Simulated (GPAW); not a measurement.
Input of a GPAW 26.7.0 run:

File run.py:

```python
from ase.dft.bandgap import bandgap
from ase.io import read, write
from ase.units import GPa
from gpaw import GPAW, PW

atoms = read('ZnS.xyz')

calc = GPAW(mode=PW(600),
            xc='LDA',
            kpts={'size': (6, 6, 3), 'gamma': True},
            occupations={'name': 'fermi-dirac', 'width': 0.05},
            nbands=31,
            convergence={'density': 1e-05, 'energy': 1e-05},
            maxiter=150,
            txt='gpaw.txt')
atoms.calc = calc
energy = atoms.get_potential_energy()
forces = atoms.get_forces()
stress = atoms.get_stress()
calc.write('gs.gpw')
write('result.traj', atoms)
print(f'Energy: {energy:.6f} eV')
print('Forces (eV/A):')
print(forces.round(4))
print('Stress (GPa):', (stress / GPa).round(3))
print('Fermi level:', round(calc.get_fermi_level(), 4), 'eV')
print(f'Gap: {bandgap(calc)[0]:.4f} eV, direct: {bandgap(calc, direct=True)[0]:.4f} eV')

path = atoms.cell.bandpath('GMKGALHA,LM,KH', npoints=100, eps=1e-4)
bs_calc = calc.fixed_density(kpts=path, symmetry='off', nbands=48,
                             convergence={'bands': 'CBM+6.0', 'eigenstates': 1e-6}, txt='bands.txt')
bs = bs_calc.band_structure()
bs.write('bs.json')
print(f'Gap on the path: {bandgap(bs_calc)[0]:.4f} eV')
```

File ZnS.xyz:

```xyz
4
Lattice="3.8110000000 0.0000000000 0.0000000000 -1.9055000000 3.3004228138 0.0000000000 0.0000000000 0.0000000000 6.2340000000" Properties=species:S:1:pos:R:3 pbc="T T T"
Zn     1.9055000002      1.1001409378      3.1170000000
Zn    -0.0000000002      2.2002818760      0.0000000000
S      1.9055000002      1.1001409378      5.5170900000
S     -0.0000000002      2.2002818760      2.4000900000
```

Potentials or basis: the program's PAW data sets (release 1.2.1) made for this functional, pw.

Launch:

```bash
$ OMP_NUM_THREADS=1 python run.py
```

Q: Estimate the band gap along the path.

A: 1.99 eV, direct.

Q: Estimate the band gap on the k mesh.

A: 1.99 eV, direct.

Q: Estimate the largest force.

A: 0.291 eV/Å.

Q: Estimate the pressure.

A: -4.3 GPa.

Stress tensor (GPa, compression positive):
```
-3.77  0.00  0.00
 0.00 -3.77  0.00
 0.00  0.00 -5.22
```

**Experimental background.**

A printed reference work, monograph reports, for a bulk crystal of ZnS at 4 K: band gap 3.911 eV (direct).

Against the measured gap of ZnS, 3.911 eV (direct; 4 K; a printed reference work, monograph), the calculated 1.99 eV is off by -1.92 eV. The value is that of LDA, without temperature or zero-point motion. Semilocal functionals fall short of measured gaps as a rule.
